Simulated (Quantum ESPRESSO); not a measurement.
A calculation with Quantum ESPRESSO 7.5 of Ga (native input, structure typed inline):

Contents of pw.in:

```
&CONTROL
  calculation = 'scf'
  prefix = 'pwscf'
  outdir = './tmp'
  pseudo_dir = './pseudo'
  tprnfor = .true.
  tstress = .true.
  disk_io = 'low'
/
&SYSTEM
  ibrav = 0
  celldm(1) = 8
  nat = 2
  ntyp = 1
  ecutwfc = 56
  ecutrho = 448
  nbnd = 27
  occupations = 'smearing'
  smearing = 'fd'
  degauss = 0.00367493
/
&ELECTRONS
  conv_thr = 4d-10
  electron_maxstep = 120
  mixing_beta = 0.5
/
ATOMIC_SPECIES
Ga    69.7230 ga_pbesol_v1.4.uspp.F.UPF
CELL_PARAMETERS alat
  0.3425128600884  -0.9602170870755   0.0000000000000
  0.3425128600884   0.9602170870755   0.0000000000000
  0.0000000000000   0.0000000000000   0.7488039768830
ATOMIC_POSITIONS crystal
Ga     0.1330000000    0.8670000000    0.7500000000
Ga     0.8670000000    0.1330000000    0.2500000000
K_POINTS automatic
10 10 8 0 0 0
```

File pp_density.in:

```
&INPUTPP
  prefix = 'pwscf'
  outdir = './tmp'
  filplot = 'density.dat'
  plot_num = 0
/
&PLOT
  nfile = 1
  filepp(1) = 'density.dat'
  iflag = 3
  output_format = 6
  fileout = 'density.cube'
/
```

pp_potential.in

```
&INPUTPP
  prefix = 'pwscf'
  outdir = './tmp'
  filplot = 'potential.dat'
  plot_num = 11
/
&PLOT
  nfile = 1
  filepp(1) = 'potential.dat'
  iflag = 3
  output_format = 6
  fileout = 'potential.cube'
/
```

Potentials or basis: GBRV 1.5 PBEsol.

Command:

```sh
$ OMP_NUM_THREADS=1 mpirun -n 2 pw.x -nk 2 -in pw.in > pw.out
$ OMP_NUM_THREADS=1 mpirun -n 1 pp.x -in pp_density.in > pp_density.out
$ OMP_NUM_THREADS=1 mpirun -n 1 pp.x -in pp_potential.in > pp_potential.out
```

This isn't the form of Ga at room conditions, which is orthorhombic.

Question: Write the same calculation in another form: ASE script, structure from a CIF.

Answer: As run:

run.py

```python
import numpy as np
from ase.calculators.espresso import Espresso, EspressoProfile
import spglib
from ase import Atoms
from ase.io import read

atoms = read('Ga.cif')
cell, pos, num = spglib.standardize_cell((atoms.cell[:], atoms.get_scaled_positions(), atoms.numbers), to_primitive=True, symprec=1e-4)
atoms = Atoms(numbers=num, cell=cell, scaled_positions=pos, pbc=True)

input_data = {
    'control': {'calculation': 'scf', 'prefix': 'pwscf', 'outdir': './tmp', 'tprnfor': True, 'tstress': True, 'disk_io': 'nowf'},
    'system': {'ecutwfc': 56.0, 'ecutrho': 448.0, 'nbnd': 27, 'occupations': 'smearing', 'smearing': 'fd', 'degauss': 0.00367493},
    'electrons': {'conv_thr': 4e-10, 'electron_maxstep': 120, 'mixing_beta': 0.5},
}
pseudopotentials = {'Ga': 'ga_pbesol_v1.4.uspp.F.UPF'}
profile = EspressoProfile(command='mpirun -n 2 pw.x -nk 2', pseudo_dir='pseudo')
dft = Espresso(profile=profile, input_data=input_data, pseudopotentials=pseudopotentials, kpts=(10, 10, 8), koffset=(0, 0, 0))
atoms.calc = dft

print(f'energy {atoms.get_potential_energy():.8f} eV')
print('forces (eV/A)')
print(np.round(atoms.get_forces(), 6))
print('stress (eV/A^3, Voigt)')
print(np.round(atoms.get_stress(), 8))
print(f'Fermi level {dft.get_fermi_level():.4f} eV')
```

File Ga.cif:

```cif
data_Ga
_cell_length_a 2.90000000
_cell_length_b 8.13000000
_cell_length_c 3.17000000
_cell_angle_alpha 90.00000000
_cell_angle_beta 90.00000000
_cell_angle_gamma 90.00000000
_space_group_name_H-M_alt 'Cmcm'
_space_group_name_Hall '-C 2c 2'
_space_group_IT_number 63
loop_
_space_group_symop_operation_xyz
'x,y,z'
'-x,-y,-z'
'-x,-y,z+1/2'
'x,y,-z+1/2'
'x,-y,-z'
'-x,y,z'
'-x,y,-z+1/2'
'x,-y,z+1/2'
'x+1/2,y+1/2,z'
'-x+1/2,-y+1/2,-z'
'-x+1/2,-y+1/2,z+1/2'
'x+1/2,y+1/2,-z+1/2'
'x+1/2,-y+1/2,-z'
'-x+1/2,y+1/2,z'
'-x+1/2,y+1/2,-z+1/2'
'x+1/2,-y+1/2,z+1/2'
loop_
_atom_site_label
_atom_site_type_symbol
_atom_site_symmetry_multiplicity
_atom_site_Wyckoff_symbol
_atom_site_fract_x
_atom_site_fract_y
_atom_site_fract_z
_atom_site_occupancy
Ga1 Ga 4 c 0.0000000000 0.8670000000 0.7500000000 1
```

Potentials or basis: GBRV 1.5 PBEsol.

Run with:

```console
$ OMP_NUM_THREADS=1 python run.py
```

Both were run:

|  | native input, structure typed inline | ASE script, structure from a CIF |
| --- | --- | --- |
| Pressure | -2.1 GPa | -2.1 GPa |
| Largest force | 0.209 eV/Å | 0.209 eV/Å |
| Band gap on the k mesh | none (metal or under the smearing width) | none (metal or under the smearing width) |

Keys that steer only the numerical path or the files written may differ.
